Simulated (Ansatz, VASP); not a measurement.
# CuI (Marshite) in two plane-wave programs, part 2 of 2

One calculation is typed for both programs; each brings its own data sets and cutoff. How far apart do they land?  Other levels of theory on this material are compared in a session of their own.

VASP 6.6.1 and Ansatz 0.2.0.

So far. Step 2 (VASP: band structure, LDA): At this level the cell is under a tension of 4.1 GPa, so at these settings it is away from equilibrium. Step 4 (Side by side): Among the levels compared at these points, filled levels agree within 13 meV and empty ones within 47 meV. Ansatz's pressure holds a Pulay correction of 0.05 GPa; VASP's holds none.

The database entry behind the starting cell differs from later determinations by our own check (about 0.15 % long (mineral sample)), so it need not match the best structure at ambient conditions.

## 5. VASP: band structure, PBE

Level of this step: PBE; plane waves and PAW (Cu, I) (VASP).

The same path points are solved in both programs, so levels can be compared one by one.

File INCAR:

```
SYSTEM = CuI
PREC = Accurate
ENCUT = 400
EDIFF = 1E-06
NELM = 100
ISMEAR = 0
SIGMA = 0.02
LREAL = .FALSE.
ALGO = Normal
GGA = PE
NBANDS = 21
LORBIT = 11
LWAVE = .FALSE.
LCHARG = .FALSE.
KPAR = 4
```

File POSCAR:

```
CuI
1.0
    0.0000000000      3.0315000000      3.0315000000
    3.0315000000      0.0000000000      3.0315000000
    3.0315000000      3.0315000000      0.0000000000
Cu I
1 1
Direct
    0.2500000000      0.2500000000      0.2500000000
    0.0000000000      0.0000000000      0.0000000000
```

File KPOINTS:

```
Automatic mesh
0
Gamma
4 4 4
0 0 0
```

File KPOINTS_OPT:

```
Line mode
16
Line-mode
Reciprocal
  0.00000000   0.00000000   0.00000000 GAMMA
  0.50000000   0.00000000   0.50000000 X

  0.50000000   0.00000000   0.50000000 X
  0.50000000   0.25000000   0.75000000 W

  0.50000000   0.25000000   0.75000000 W
  0.37500000   0.37500000   0.75000000 K

  0.37500000   0.37500000   0.75000000 K
  0.00000000   0.00000000   0.00000000 GAMMA

  0.00000000   0.00000000   0.00000000 GAMMA
  0.50000000   0.50000000   0.50000000 L

  0.50000000   0.50000000   0.50000000 L
  0.62500000   0.25000000   0.62500000 U

  0.62500000   0.25000000   0.62500000 U
  0.50000000   0.25000000   0.75000000 W

  0.50000000   0.25000000   0.75000000 W
  0.50000000   0.50000000   0.50000000 L

  0.50000000   0.50000000   0.50000000 L
  0.37500000   0.37500000   0.75000000 K

  0.62500000   0.25000000   0.62500000 U
  0.50000000   0.00000000   0.50000000 X
```

PAW data sets: Cu and I (PBE family, release 64).

Command:

```bash
$ mpirun -np 4 vasp_std
```

Numbers of over 12 decimals in the logs are rounded to 6 here.

Output:

```text
[banner, memory and clock lines left out]
running    4 mpi-ranks, on    1 nodes
[...]
LDA part: xc-table for (Slater+PW92), standard interpolation
 POSCAR, INCAR and KPOINTS ok, starting setup
[...]
entering main loop
       N       E                     dE             d eps       ncg     rms          rms(c)
DAV:   1     0.946721522217E+02    0.94672E+02   -0.59893E+03   336   0.739E+02
DAV:   2     0.187033038372E+01   -0.92802E+02   -0.81726E+02   356   0.185E+02
DAV:   3    -0.555402291429E+01   -0.74244E+01   -0.72869E+01   417   0.562E+01
DAV:   4    -0.573361584277E+01   -0.17959E+00   -0.17939E+00   406   0.786E+00
[...]
DAV:  11    -0.552721433823E+01   -0.14119E-04   -0.34933E-05   451   0.110E-01    0.156E-02
DAV:  12    -0.552721619853E+01   -0.18603E-05   -0.87342E-06   437   0.478E-02    0.329E-03
DAV:  13    -0.552721655537E+01   -0.35684E-06   -0.35721E-07   355   0.822E-03
   1 F= -.55272166E+01 E0= -.55272166E+01  d E =-.142368E-33
 Start KPOINTS_OPT (optional k-point list driver)
k-point batch [1-8\160]
       N       E                     dE             ncg
DAV:   1     0.102788718567E+04    0.10395E+03      341
DAV:   2     0.225646322555E+03   -0.80224E+03      356
DAV:   3     0.160351799701E+03   -0.65295E+02      381
DAV:   4     0.158453568289E+03   -0.18982E+01      409
DAV:   5     0.158368273761E+03   -0.85295E-01      486
DAV:   6     0.158365851983E+03   -0.24218E-02      446
DAV:   7     0.158365808621E+03   -0.43362E-04      486
DAV:   8     0.158365807775E+03   -0.84536E-06      313
[...]
k-point batch [153-160\160]
       N       E                     dE             ncg
DAV:   1     0.881309107818E+03   -0.36504E+04      341
DAV:   2     0.148669546661E+03   -0.73264E+03      361
DAV:   3     0.846431359620E+02   -0.64026E+02      448
DAV:   4     0.831167188560E+02   -0.15264E+01      414
DAV:   5     0.830445888550E+02   -0.72130E-01      510
DAV:   6     0.830437700438E+02   -0.81881E-03      430
DAV:   7     0.830437602272E+02   -0.98166E-05      500
DAV:   8     0.830437601612E+02   -0.65950E-07      345
```

OUTCAR, selected parts (step 5):

```text
  Total        0.1412862      0.1412862      0.1412862     -0.0000000      0.0000000      0.0000000
  in kB        4.0626321      4.0626321      4.0626321     -0.0000000      0.0000000      0.0000000
  external PRESSURE =       4.0626321 kB  Pullay stress =       0.0000000 kB

 POSITION                                       TOTAL-FORCE (eV/Angst)
 -----------------------------------------------------------------------------------
      1.51575      1.51575      1.51575        -0.000000     -0.000000     -0.000000
      0.00000      0.00000      0.00000         0.000000      0.000000      0.000000
 -----------------------------------------------------------------------------------
    total drift:                                0.000004      0.000004      0.000004

  FREE ENERGIE OF THE ION-ELECTRON SYSTEM (eV)
  ---------------------------------------------------
  free  energy   TOTEN  =        -5.5272165554 eV

  energy  without entropy=       -5.5272165554  energy(sigma->0) =       -5.52721656

[... 2 parts as in an earlier step ...]

[... 1 further part left out ...]
[key lines of the parts left out:]
E-fermi :   4.6138
```

The run ends at a pressure of 0.41 GPa.

## 6. Ansatz: band structure, PBE

The same cell, functional, mesh and smearing now go to Ansatz, which takes its cutoff from its data sets.

File input.yaml:

```yaml
crystal:
  lattice:
    - [0.0, 3.0315, 3.0315]
    - [3.0315, 0.0, 3.0315]
    - [3.0315, 3.0315, 0.0]
  atoms:
    - { symbol: Cu, position: [0.25, 0.25, 0.25] }
    - { symbol: I, position: [0.0, 0.0, 0.0] }
hamiltonian:
  xc: pbe
  pseudopotentials: { kind: paw }
kpoints:
  mp_grid: { grid: [4, 4, 4] }
  band_path:
    path:
      - [0.0, 0.0, 0.0]
      - [0.16667, 0.0, 0.16667]
      - [0.33333, 0.0, 0.33333]
      - [0.5, 0.0, 0.5]
      - [0.5, 0.08333, 0.58333]
      - [0.5, 0.18333, 0.68333]
      - [0.5, 0.25, 0.75]
      - [0.45, 0.3, 0.75]
      - [0.40833, 0.34167, 0.75]
      - [0.35, 0.35, 0.7]
      - [0.225, 0.225, 0.45]
      - [0.075, 0.075, 0.15]
      - [0.03333, 0.03333, 0.03333]
      - [0.23333, 0.23333, 0.23333]
      - [0.4, 0.4, 0.4]
      - [0.51667, 0.46667, 0.51667]
      - [0.55833, 0.38333, 0.55833]
      - [0.60833, 0.28333, 0.60833]
      - [0.60833, 0.25, 0.64167]
      - [0.55833, 0.25, 0.69167]
      - [0.51667, 0.25, 0.73333]
      - [0.5, 0.3, 0.7]
      - [0.5, 0.38333, 0.61667]
      - [0.5, 0.48333, 0.51667]
      - [0.475, 0.475, 0.55]
      - [0.425, 0.425, 0.65]
      - [0.38333, 0.38333, 0.73333]
      - [0.59167, 0.18333, 0.59167]
      - [0.55, 0.1, 0.55]
      - [0.5, 0.0, 0.5]
    npoints: 1
scf:
  occupations: { method: gaussian, width: 0.02 }
  n_extra_bands: 7
output:
  forces: true
  stress: true
  eigenvalues: true
  write_density: true
  write_potential: true
  elf: true
  volumetric_format: npy
```

Command:

```bash
$ ansatz run input.yaml --threads 2 --pin off --max-ram 4608MiB --backend cpu --events-out ev --progress --plain --runs-dir out
```

Output:

```text
[...]
Crystal: 2 atoms, lattice volume = 55.719 Å³
Basis set: ecut = 420 eV, 1067 PW (Γ), exchange–correlation on 60×60×60 points (8 copies of the dense FFT grid, shifted against one another)
Bands: 25, of which v1, the nominal top of the filled ones, is band 18 counted from 1 (17 counted from 0)
Symmetry: 24 space group operations
[...]
k-points: 8 of 64 (time reversal used)
[...]
k-point 0: bands = [... 14 lower, 6.3142, 8.1681, 8.1681, 8.1681, 9.2866, 13.0372, 13.0372, 13.0372, ... 3 higher]
  k-point 1: bands = [... 14 lower, 6.3052, 6.8932, 7.7964, 7.7964, 10.4191, 13.5934, 13.5934, 13.6378, ... 3 higher]
  k-point 2: bands = [... 14 lower, 6.3428, 6.3878, 7.4574, 7.4574, 10.3047, 13.5812, 13.5812, 15.5510, ... 3 higher]
  k-point 7: bands = [... 14 lower, 6.2657, 6.3973, 6.5665, 6.9083, 12.6499, 12.8188, 14.1741, 14.5533, ... 3 higher]
[key lines of the parts left out:]
SCF converged after 6 iterations
Free energy (F): -14138.331691 eV
Fermi energy:    8.727547 eV
P = ⅓ Tr σ = 0.5710 GPa (5.710 kbar)
```

Wall time 1.9 s (2 threads of Arm Neoverse V1, shared host); peak memory 0.31 GiB; 3.5 s of CPU time.

## 7. Differences

What differs besides the data sets and the points named for the pairs above, as far as they apply: VASP leaves aspherical gradient terms in its spheres out (LASPH is not set), Ansatz keeps them. Total energies have different zeros and are not compared.

The two programs side by side:

| quantity | Ansatz | VASP | difference |
| --- | --- | --- | --- |
| pressure (GPa) | 0.57 | 0.41 | +0.16 |
| gap over the path points (eV) | 1.119 | 1.136 | -0.018 |

Levels at points of the path, from each program's valence-band top (eV; 4 filled, then empty):

| k (reciprocal lattice) | Ansatz | VASP |
| --- | --- | --- |
| 0.000 0.000 0.000 | -1.85 0.00 0.00 0.00 1.12 4.87 4.87 | -1.86 0.00 0.00 0.00 1.14 4.86 4.86 |
| 0.167 0.000 0.167 | -1.83 -0.76 -0.49 -0.49 2.61 3.89 5.82 | -1.84 -0.76 -0.49 -0.49 2.62 3.90 5.80 |
| 0.333 0.000 0.333 | -1.79 -1.39 -1.21 -1.21 2.91 3.29 7.57 | -1.79 -1.39 -1.21 -1.21 2.92 3.30 7.56 |
| 0.500 0.000 0.500 | -1.80 -1.77 -1.50 -1.50 2.71 2.89 9.17 | -1.80 -1.77 -1.50 -1.50 2.71 2.90 9.19 |
| 0.500 0.083 0.583 | -1.85 -1.77 -1.53 -1.41 3.02 3.17 8.41 | -1.85 -1.78 -1.53 -1.41 3.02 3.18 8.39 |
| 0.500 0.183 0.683 | -1.90 -1.77 -1.59 -1.28 4.06 4.07 6.78 | -1.90 -1.78 -1.59 -1.29 4.06 4.07 6.78 |
| 0.500 0.250 0.750 | -1.90 -1.77 -1.60 -1.26 4.48 4.65 6.01 | -1.90 -1.77 -1.61 -1.26 4.49 4.65 6.01 |
| 0.450 0.300 0.750 | -1.86 -1.75 -1.58 -1.25 3.86 4.64 6.47 | -1.86 -1.75 -1.59 -1.26 3.86 4.64 6.46 |
| 0.408 0.342 0.750 | -1.83 -1.72 -1.53 -1.25 3.26 4.62 7.22 | -1.84 -1.72 -1.54 -1.25 3.26 4.62 7.20 |
| 0.350 0.350 0.700 | -1.84 -1.66 -1.53 -1.15 3.20 5.03 7.33 | -1.85 -1.67 -1.53 -1.15 3.20 5.03 7.31 |

Among the levels compared at these points, filled levels agree within 5 meV and empty ones within 24 meV. Ansatz's pressure holds a Pulay correction of 0.05 GPa; VASP's holds none.

## 8. Ansatz: band structure, r2SCAN

Levels along a path test the potential and the projectors away from the mesh points.

Changes to input.yaml since step 6:

```diff
@@ -9,3 +9,3 @@
 hamiltonian:
-  xc: pbe
+  xc: r2scan
   pseudopotentials: { kind: paw }
@@ -53,5 +53 @@
   eigenvalues: true
-  write_density: true
-  write_potential: true
-  elf: true
-  volumetric_format: npy
```

Output:

```text
[...]
Crystal: 2 atoms, lattice volume = 55.719 Å³
Basis set: ecut = 500 eV, 1411 PW (Γ), exchange–correlation on 128×128×128 points (64 copies of the dense FFT grid, shifted against one another)
Bands: 25, of which v1, the nominal top of the filled ones, is band 18 counted from 1 (17 counted from 0)
Symmetry: 24 space group operations
[...]
k-point 0: bands = [... 14 lower, 6.1418, 7.9767, 7.9767, 7.9767, 9.5857, 13.2372, 13.2372, 13.2372, ... 3 higher]
  k-point 1: bands = [... 14 lower, 6.1329, 6.7314, 7.6057, 7.6057, 10.6696, 13.7957, 13.7957, 13.8311, ... 3 higher]
  k-point 2: bands = [... 14 lower, 6.1708, 6.2105, 7.2647, 7.2647, 10.5229, 13.7411, 13.7411, 15.6725, ... 3 higher]
  k-point 7: bands = [... 14 lower, 6.0807, 6.2318, 6.3908, 6.7302, 12.8441, 12.8745, 14.4737, 14.6941, ... 3 higher]
[key lines of the parts left out:]
SCF converged after 8 iterations
Free energy (F): -14159.614079 eV
Fermi energy:    8.781341 eV
P = ⅓ Tr σ = -0.5891 GPa (-5.891 kbar)
```

The job ended after 4.5 s (2 threads; peak memory 0.44 GiB; 8.5 s of CPU time).

## 9. VASP: band structure, r2SCAN

The same cell, functional, mesh and smearing now go to VASP, with its own data sets and cutoff.

Changes to INCAR since step 5:

```diff
@@ -9,3 +9,4 @@
 ALGO = Normal
-GGA = PE
+METAGGA = R2SCAN
+LASPH = .TRUE.
 NBANDS = 21
```

POSCAR is that of step 5.

KPOINTS is that of step 5.

KPOINTS_OPT is that of step 5.

Command:

```bash
$ mpirun -np 4 vasp_std
```

Output:

```text
[banner, memory and clock lines left out]
running    4 mpi-ranks, on    1 nodes
[...]
[... a notice as in an earlier step ...]

 LDA part: xc-table for (None), standard interpolation
 POSCAR, INCAR and KPOINTS ok, starting setup
[...]
entering main loop
       N       E                     dE             d eps       ncg     rms          rms(c)
DAV:   1     0.636130563962E+02    0.63613E+02   -0.61478E+03   336   0.757E+02
DAV:   2    -0.313117354997E+02   -0.94925E+02   -0.83824E+02   356   0.189E+02
DAV:   3    -0.388551451765E+02   -0.75434E+01   -0.74030E+01   409   0.577E+01
DAV:   4    -0.390417364501E+02   -0.18659E+00   -0.18637E+00   409   0.805E+00
[...]
DAV:  14    -0.357599475580E+02   -0.21558E-05   -0.29569E-06   406   0.109E-02    0.790E-03
DAV:  15    -0.357599493666E+02   -0.18087E-05   -0.37637E-07   299   0.896E-03    0.340E-03
DAV:  16    -0.357599487395E+02    0.62711E-06   -0.44137E-07   233   0.127E-02
   1 F= -.35759949E+02 E0= -.35759949E+02  d E =-.417854E-38
 Start KPOINTS_OPT (optional k-point list driver)
k-point batch [1-8\160]
       N       E                     dE             ncg
DAV:   1     0.102159863044E+04    0.97665E+02      341
DAV:   2     0.188705453571E+03   -0.83289E+03      356
DAV:   3     0.120458223458E+03   -0.68247E+02      381
DAV:   4     0.118549262453E+03   -0.19090E+01      409
DAV:   5     0.118465699776E+03   -0.83563E-01      494
DAV:   6     0.118464059591E+03   -0.16402E-02      433
DAV:   7     0.118464032808E+03   -0.26783E-04      510
DAV:   8     0.118464032688E+03   -0.11982E-06      291
[...]
k-point batch [153-160\160]
       N       E                     dE             ncg
DAV:   1     0.869374019383E+03   -0.36623E+04      341
DAV:   2     0.110654087688E+03   -0.75872E+03      361
DAV:   3     0.436401029932E+02   -0.67014E+02      443
DAV:   4     0.420808792710E+02   -0.15592E+01      422
DAV:   5     0.420085709994E+02   -0.72308E-01      499
DAV:   6     0.420077743816E+02   -0.79662E-03      441
DAV:   7     0.420077659529E+02   -0.84288E-05      494
DAV:   8     0.420077658881E+02   -0.64781E-07      358
```

From OUTCAR (step 9):

```text
  Total       -0.3121161     -0.3121161     -0.3121161     -0.0000000     -0.0000000     -0.0000000
  in kB       -8.9747851     -8.9747851     -8.9747851     -0.0000000     -0.0000000     -0.0000000
  external PRESSURE =      -8.9747851 kB  Pullay stress =       0.0000000 kB

 POSITION                                       TOTAL-FORCE (eV/Angst)
 -----------------------------------------------------------------------------------
      1.51575      1.51575      1.51575         0.000000      0.000000      0.000000
      0.00000      0.00000      0.00000        -0.000000     -0.000000     -0.000000
 -----------------------------------------------------------------------------------
    total drift:                               -0.000004     -0.000004     -0.000004

  FREE ENERGIE OF THE ION-ELECTRON SYSTEM (eV)
  ---------------------------------------------------
  free  energy   TOTEN  =       -35.7599487395 eV

  energy  without entropy=      -35.7599487395  energy(sigma->0) =      -35.75994874

[... 2 parts as in an earlier step ...]

[... 1 further part left out ...]
[key lines of the parts left out:]
E-fermi :   4.4492
```

The run ends at a pressure of -0.90 GPa.

## 10. Differences

What differs besides the data sets and the points named for the pairs above, as far as they apply: VASP keeps PBE cores, Ansatz makes them for the functional; the cutoff is 500 eV in Ansatz and 400 eV in VASP. Total energies have different zeros and are not compared.

Both answers:

| quantity | Ansatz | VASP | difference |
| --- | --- | --- | --- |
| pressure (GPa) | -0.59 | -0.90 | +0.31 |
| gap over the path points (eV) | 1.609 | 1.609 | 0.000 |

Levels at points of the path, from each program's valence-band top (eV; 4 filled, then empty):

| k (reciprocal lattice) | Ansatz | VASP |
| --- | --- | --- |
| 0.000 0.000 0.000 | -1.83 0.00 0.00 0.00 1.61 5.26 5.26 | -1.83 0.00 0.00 0.00 1.61 5.24 5.24 |
| 0.167 0.000 0.167 | -1.81 -0.70 -0.49 -0.49 3.04 4.23 6.24 | -1.81 -0.70 -0.49 -0.49 3.04 4.22 6.21 |
| 0.333 0.000 0.333 | -1.77 -1.35 -1.21 -1.21 3.19 3.61 8.06 | -1.77 -1.35 -1.21 -1.21 3.19 3.61 8.05 |
| 0.500 0.000 0.500 | -1.76 -1.74 -1.50 -1.50 2.94 3.18 9.78 | -1.76 -1.74 -1.50 -1.50 2.93 3.18 9.79 |
| 0.500 0.083 0.583 | -1.82 -1.75 -1.52 -1.40 3.26 3.48 8.93 | -1.82 -1.75 -1.53 -1.40 3.25 3.47 8.91 |
| 0.500 0.183 0.683 | -1.89 -1.75 -1.57 -1.27 4.30 4.43 7.26 | -1.90 -1.75 -1.58 -1.27 4.30 4.42 7.25 |
| 0.500 0.250 0.750 | -1.90 -1.75 -1.59 -1.25 4.87 4.90 6.50 | -1.90 -1.75 -1.59 -1.25 4.86 4.89 6.49 |
| 0.450 0.300 0.750 | -1.85 -1.73 -1.57 -1.24 4.17 4.96 6.90 | -1.85 -1.73 -1.57 -1.25 4.16 4.95 6.89 |
| 0.408 0.342 0.750 | -1.82 -1.70 -1.51 -1.24 3.55 4.95 7.65 | -1.82 -1.71 -1.52 -1.25 3.55 4.94 7.62 |
| 0.350 0.350 0.700 | -1.83 -1.65 -1.51 -1.15 3.50 5.37 7.71 | -1.83 -1.65 -1.51 -1.15 3.50 5.36 7.68 |

Among the levels compared at these points, filled levels agree within 7 meV and empty ones within 30 meV.

## 11. Results

```
difference in gap over the path points (band structure, LDA)    : -0.047 eV
difference in gap over the path points (band structure, PBE)    : -0.018 eV
difference in gap over the path points (band structure, r2SCAN) : -1.0e-4 eV
```

The difference in gap over the path points is -0.047 eV (band structure, LDA), within the 0.08 eV picked in this series as the mark of a large difference. 3 further runs of this series are not shown here. Such differences can come from data sets, numerical settings and the points named under the comparisons, not from the functional's error against experiment.

[Lines on the potential files, build, host, timing and source positions are cut from VASP's logs without a mark.]

[Logs are printed without paths, hosts, clocks, repeated set-up lines and the standing remarks that a program may print on its own settings, such as how far it seeks lower states.]

[Hosts, paths, dates, database ids (printed as entryN), source tags and the programs' standing remarks are cut or masked in the printed files.]
